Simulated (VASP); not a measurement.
# Hf (P6_3/mmc) in VASP: single point with PBEsol

Aim: the single point of Hf with PBEsol.

Program: VASP 6.6.1. These are calculated values, not measurements. Logs are shortened: lines on timing, memory, paths and dates and some standing lists are left out, and cuts for length are marked.

## 1. Starting point

The structure is hexagonal, space group P6_3/mmc (No. 194). Conventional cell: a = 3.158 Å, b = 3.158 Å, c = 4.988 Å, α = 90.00°, β = 90.00°, γ = 120.00°. Around Hf (site symmetry -6m2) lie 12 Hf at 3.09 to 3.16 Å.

## 2. Single point, PBEsol, non-collinear spin, zero start, spin-orbit coupling

Input file INCAR:

```
SYSTEM = Hf
PREC     = Accurate       ! precision mode
ENCUT    = 520            ! plane-wave cutoff, eV
EDIFF    = 1E-6           ! SCF threshold, eV
ISMEAR   = 0              ! smearing method
SIGMA    = 0.1            ! smearing width, eV
LREAL    = .FALSE.        ! projectors in reciprocal space
LASPH    = .TRUE.         ! aspherical terms in the spheres
NELM     = 80             ! most SCF steps
ALGO     = Normal         ! electronic algorithm
ISIF     = 2              ! what is computed and relaxed
LWAVE    = .FALSE.        ! write WAVECAR
LCHARG   = .TRUE.         ! write CHGCAR
MAGMOM   = 0 0 0 0 0 0    ! initial moments
LORBIT   = 11             ! projections on sites
LSORBIT  = .TRUE.         ! spin-orbit coupling
GGA_COMPAT= .FALSE.      
LMAXMIX  = 4              ! l up to which the mixer works
GGA      = PS             ! functional
LVHAR    = .TRUE.       
NBANDS   = 32             ! bands
```

Input file KPOINTS:

```
Automatic mesh
0
G
  15 15 8
  0 0 0
```

Input file POSCAR:

```
Hf
1.0
    3.1578800000      0.0000000000      0.0000000000
   -1.5789400000      2.7348000000      0.0000000000
    0.0000000000      0.0000000000      4.9880300000
Hf
2
Direct
    0.3333300000      0.6666700000      0.2500000000
    0.6666700000      0.3333300000      0.7500000000
```

Potentials or basis: VASP PAW PBE potentials, release 64 (Hf_pv).

The run is started by

```sh
cat potpaw_PBE.64/Hf_pv/POTCAR > POTCAR
mpirun -np 1 vasp_ncl > vasp.out
```

OUTCAR:

```text
SYSTEM = Hf
   PREC = Accurate
   ENCUT = 520
   EDIFF = 1E-6
   ISMEAR = 0
   LREAL = .FALSE.
   LASPH = .TRUE.
   NELM = 80
   ISIF = 2
   LORBIT = 11
   LSORBIT = .TRUE.
   GGA = PS

 ion  position               nearest neighbor table
   1  0.333  0.667  0.250-   2 3.09   2 3.09   2 3.09   2 3.09   2 3.09   2 3.09
   2  0.667  0.333  0.750-   1 3.09   1 3.09   1 3.09   1 3.09   1 3.09   1 3.09

  LATTYP: Found a hexagonal cell.
 ALAT       =     3.1578800000
 C/A-ratio  =     1.5795502046

  Lattice vectors:

 A1 = (   3.1578800000,   0.0000000000,   0.0000000000)
 A2 = (  -1.5789400000,   2.7348000000,   0.0000000000)
 A3 = (   0.0000000000,   0.0000000000,   4.9880300000)

Analysis of symmetry for initial positions (statically):
=====================================================================
 Subroutine PRICEL returns:
 Original cell was already a primitive cell.

 Routine SETGRP: Setting up the symmetry group for a
 hexagonal supercell.

 Subroutine GETGRP returns: Found  8 space group operations
 (whereof  4 operations were pure point group operations)
 out of a pool of 24 trial point group operations.

The static configuration has the point symmetry C_2h.
 The point group associated with its full space group is D_2h.

Analysis of symmetry for dynamics (positions and initial velocities):
=====================================================================
 Subroutine PRICEL returns:
 Original cell was already a primitive cell.

 Routine SETGRP: Setting up the symmetry group for a
 hexagonal supercell.

 Subroutine GETGRP returns: Found  8 space group operations
 (whereof  4 operations were pure point group operations)
 out of a pool of 24 trial point group operations.

The dynamic configuration has the point symmetry C_2h.
 The point group associated with its full space group is D_2h.

Analysis of structural, dynamic, and magnetic symmetry:
[... 1018 lines left out ...]
  -------------------------------------------------------------------------------------
  Total       -0.1181210     -0.1180198     -0.0994514      0.0000873      0.0000000      0.0000000
  in kB       -4.3932650     -4.3895002     -3.6988882      0.0032485      0.0000000      0.0000000
  external PRESSURE =      -4.1605512 kB  Pullay stress =       0.0000000 kB

 VOLUME and BASIS-vectors are now :
 -----------------------------------------------------------------------------
  energy-cutoff  :      520.00
  volume of cell :       43.08
      direct lattice vectors                 reciprocal lattice vectors
     3.157880000  0.000000000  0.000000000     0.316668144  0.182828726  0.000000000
    -1.578940000  2.734800000  0.000000000     0.000000000  0.365657452  0.000000000
     0.000000000  0.000000000  4.988030000     0.000000000  0.000000000  0.200479949

 POSITION                                       TOTAL-FORCE (eV/Angst)
 -----------------------------------------------------------------------------------
     -0.00002      1.82321      1.24701         0.000065     -0.000037      0.000000
      1.57896      0.91159      3.74102        -0.000065      0.000037     -0.000000
 -----------------------------------------------------------------------------------
    total drift:                                0.000000      0.000000      0.000000

  FREE ENERGIE OF THE ION-ELECTRON SYSTEM (eV)
  ---------------------------------------------------
  free  energy   TOTEN  =       -22.3862727719 eV

  energy  without entropy=      -22.3782804149  energy(sigma->0) =      -22.38227659

 Spin-Orbit-Coupling matrix elements

 Ion:    1  E_soc:     -1.3639412
 l=   1
     0.0000000    -0.2191397    -0.2195777
    -0.2191397     0.0000000    -0.2191396
    -0.2195777    -0.2191396     0.0000000
 l=   2
     0.0000000    -0.0014241     0.0000000    -0.0014241    -0.0069795
    -0.0014241     0.0000000    -0.0050401    -0.0013576    -0.0014241
     0.0000000    -0.0050401     0.0000000    -0.0050401     0.0000000
    -0.0014241    -0.0013576    -0.0050401     0.0000000    -0.0014241
    -0.0069795    -0.0014241     0.0000000    -0.0014241     0.0000000
 l=   3
     0.0000000     0.0000000     0.0000000     0.0000000     0.0000000     0.0000000     0.0000000
     0.0000000     0.0000000     0.0000000     0.0000000     0.0000000     0.0000000     0.0000000
     0.0000000     0.0000000     0.0000000     0.0000000     0.0000000     0.0000000     0.0000000
     0.0000000     0.0000000     0.0000000     0.0000000     0.0000000     0.0000000     0.0000000
     0.0000000     0.0000000     0.0000000     0.0000000     0.0000000     0.0000000     0.0000000
     0.0000000     0.0000000     0.0000000     0.0000000     0.0000000     0.0000000     0.0000000
     0.0000000     0.0000000     0.0000000     0.0000000     0.0000000     0.0000000     0.0000000

 Ion:    2  E_soc:     -1.3639412
 l=   1
     0.0000000    -0.2191397    -0.2195777
    -0.2191397     0.0000000    -0.2191396
    -0.2195777    -0.2191396     0.0000000
 l=   2
     0.0000000    -0.0014241     0.0000000    -0.0014241    -0.0069795
    -0.0014241     0.0000000    -0.0050401    -0.0013576    -0.0014241
     0.0000000    -0.0050401     0.0000000    -0.0050401     0.0000000
    -0.0014241    -0.0013576    -0.0050401     0.0000000    -0.0014241
    -0.0069795    -0.0014241     0.0000000    -0.0014241     0.0000000
 l=   3
     0.0000000     0.0000000     0.0000000     0.0000000     0.0000000     0.0000000     0.0000000
     0.0000000     0.0000000     0.0000000     0.0000000     0.0000000     0.0000000     0.0000000
     0.0000000     0.0000000     0.0000000     0.0000000     0.0000000     0.0000000     0.0000000
     0.0000000     0.0000000     0.0000000     0.0000000     0.0000000     0.0000000     0.0000000
     0.0000000     0.0000000     0.0000000     0.0000000     0.0000000     0.0000000     0.0000000
     0.0000000     0.0000000     0.0000000     0.0000000     0.0000000     0.0000000     0.0000000
     0.0000000     0.0000000     0.0000000     0.0000000     0.0000000     0.0000000     0.0000000

 total charge

# of ion       s       p       d       tot
------------------------------------------
    1        0.402   6.453   1.608   8.463
    2        0.402   6.453   1.608   8.463
--------------------------------------------------
tot          0.803  12.907   3.216  16.926

 magnetization (x)

# of ion       s       p       d       tot
------------------------------------------
    1        0.000   0.000   0.000   0.000
    2        0.000   0.000   0.000   0.000
--------------------------------------------------
tot          0.000   0.000   0.000   0.000

 magnetization (y)

# of ion       s       p       d       tot
------------------------------------------
    1        0.000   0.000   0.000   0.000
    2        0.000   0.000   0.000   0.000
--------------------------------------------------
tot          0.000   0.000   0.000   0.000

 magnetization (z)

# of ion       s       p       d       tot
------------------------------------------
    1        0.000   0.000   0.000   0.000
    2        0.000   0.000   0.000   0.000
--------------------------------------------------
tot          0.000   0.000   0.000   0.000
```

Wall time 11 min (1 thread of Intel Xeon Platinum 8259CL at 2.50GHz (Skylake/Cascade Lake), shared host); peak memory 0.67 GiB.

Results:

* Free energy: -22.3863 eV
* Pressure: -0.4 GPa
* Net moment: 0.00 μB per cell
* Valence electrons inside the program's atomic spheres: Hf 8.46

Moments on the atoms (μB; x, y, z):
```
Hf  0.00 0.00 0.00
Hf  0.00 0.00 0.00
```

Caveat: the PAW data sets were made with another functional, which shifts forces and pressure a little.
